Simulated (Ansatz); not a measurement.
What holds solid N2 together

These are results of DFT PBE+D3(BJ), scalar-relativistic, plane waves, PAW in Ansatz 0.2.0, not measurements.

Cutoff 420 eV; k points 6×6×4 on the computed 4-atom cell (Γ-centred); Gaussian smearing, width 0.02 eV; no spin polarisation.

```xyz
4
Lattice="3.8093 0.0000 0.0000 -1.9047 3.2990 0.0000 0.0000 0.0000 7.4656" Properties=species:S:1:pos:R:3 pbc="T T T"
N     0.0000    2.1993    2.4174
N     0.0000    2.1993    1.3153
N     1.9047    1.0997    6.1502
N     1.9047    1.0997    5.0481
```

The relaxed cell holds 2 N2 at 46.9 Å³ each. Per molecule the crystal lies 0.0905 eV below the molecule frozen in its crystal shape, and that shape lies 0.0000 eV above the relaxed free molecule.

Problem. Put the lattice energy together, estimate the enthalpy of sublimation and the cohesive energy density, and say what binds the crystal.

Solution. E_latt = −0.0905 + 0.0000 = -0.0905 eV = -8.7 kJ/mol: the molecule pays 0.0 % of its binding as strain. For rigid molecules with classical lattice modes the gas has 5/2 RT of translation and rotation plus RT of pV, the crystal 5 RT in its lattice modes, so ΔH_sub ≈ −E_latt − (3/2)RT = 8.7 − 3.7 = 5.0 kJ/mol at 298 K (a solid that melts lower is measured colder, with a smaller RT term). The cohesive energy density is −E_latt per molar volume, 8.7 kJ/mol / 28.2 cm³/mol = 309 MPa, and its root, 18 MPa^½, is the solid's counterpart of a solubility parameter (the liquid's is smaller). The D3 term adds -0.091 eV between molecules, 100 % of the binding at this geometry: the functional alone binds little or not at all here. The share depends on the functional that the correction is paired with. The Kohn–Sham gap is 8.24 eV in the free molecule, 8.24 eV in the molecule frozen in its crystal shape and 7.12 eV on the crystal's mesh. From the frozen molecule to the crystal it shows a narrowing, by band width and the neighbours' field; the polarisation that lowers true ionisation gaps in solids isn't in these levels.

Quantum lattice modes, thermal expansion and changes of the internal vibrations are left out, each worth up to a few kJ/mol.

Cost: 3 runs of about 0.14 core-minutes in all, on Arm Neoverse V2 (shared hosts).